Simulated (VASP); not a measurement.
Zn: relaxation of cell and atoms with PBEsol

Zn:

```
Zn
1.0
     4.63531    0.00000    0.00000
    -2.31765    4.01429    0.00000
     0.00000    0.00000    2.84164
Zn
3
Direct
  0.00000 0.00000 0.00000
  0.33333 0.66667 0.50000
  0.66667 0.33333 0.50000
```

The cell was built by a generator and needn't be a form met in nature.

- Program: VASP 6.6.1
- Task: relaxation of cell and atoms
- Functional: PBEsol
- Potentials or basis: VASP PAW PBE potentials, release 64 (Zn)
- Cutoff: 600 eV
- k mesh: 6 × 6 × 6
- Occupations: gaussian, width 0.1 eV
- Spin: no spin polarisation
- Dipole correction: no
- Further INCAR settings: ALGO = Normal; EDIFF = 1e-06; IBRION = 2; EDIFFG = -0.04; NSW = 90; ISIF = 3

```json
{"Relaxed volume": "14.78 Å³/atom", "Relaxed cell": "a = 4.471 Å, b = 4.471 Å, c = 2.562 Å, α = 90.00°, β = 90.00°, γ = 120.00°", "Space group after relaxing (to 0.05 Å)": "P6/mmm (No. 191)", "Energy gained by relaxing": "125.0 meV/atom", "Ionic steps": "11", "Pressure after relaxing": "-0.2 GPa", "Band gap on the k mesh": "none (metal or under the smearing width)"}
```

Stress tensor (GPa, compression positive):
```
-0.21  0.00  0.00
 0.00 -0.21  0.00
 0.00  0.00 -0.08
```

Step by step:
```
step  energy change (eV)  largest force (eV/Å)  pressure (GPa)  volume (Å³)
   1              0.0000                0.0000           -9.21        52.88
   2             -0.3349                0.0000           -2.65        45.49
   3             -0.3531                0.0000           -0.39        44.09
   4             -0.3542                0.0000            0.53        43.66
   5             -0.3540                0.0000           -0.03        43.83
   6             -0.3684                0.0000            0.26        43.85
   7             -0.3476                0.0000            1.49        43.82
   8             -0.3741                0.0000            0.59        43.85
   9             -0.3744                0.0000            0.64        43.85
  10             -0.3744                0.0000            0.66        43.85
  11             -0.3751                0.0000           -0.17        44.34
```

Final structure:
```
Zn
1.0
     4.47061    0.00000    0.00000
    -2.23530    3.87166    0.00000
     0.00000    0.00000    2.56185
Zn
3
Cartesian
  0.0000 0.0000 0.0000
  0.0000 2.5811 1.2809
  2.2353 1.2906 1.2809
```

Levels at points of the mesh, in eV from the Fermi level:
| k point | band 14 | band 15 | band 16 | band 17 | band 18 | band 19 | band 20 | band 21 | band 22 |
| --- | --- | --- | --- | --- | --- | --- | --- | --- | --- |
| (0.00, 0.00, 0.00) | -7.34 | -7.00 | -7.00 | 0.40 | 0.40 | 0.43 | 0.43 | 0.52 | 0.66 |
| (0.50, 0.00, 0.00) | -7.09 | -7.00 | -6.94 | -6.75 | -3.03 | -1.32 | 7.85 | 7.90 | 8.34 |
| (0.00, 0.00, 0.50) | -7.10 | -6.79 | -4.01 | -3.84 | 4.08 | 4.58 | 4.58 | 4.92 | 5.86 |
| (0.50, 0.00, 0.50) | -6.98 | -6.90 | -2.41 | -1.95 | -0.90 | -0.63 | 2.95 | 3.17 | 3.83 |

Wall time 110 s on 1 thread of Intel(R) Xeon(R) 6975P-C (Granite Rapids), with other jobs on the host, peak memory 0.21 GiB.

Caveat: the k mesh is coarse (spacing up to 0.37 Å⁻¹), so the values aren't converged; the volume moved by over 15 % at a fixed basis, so the end points are rough; the PAW data sets were made with another functional, which shifts forces and pressure a little.
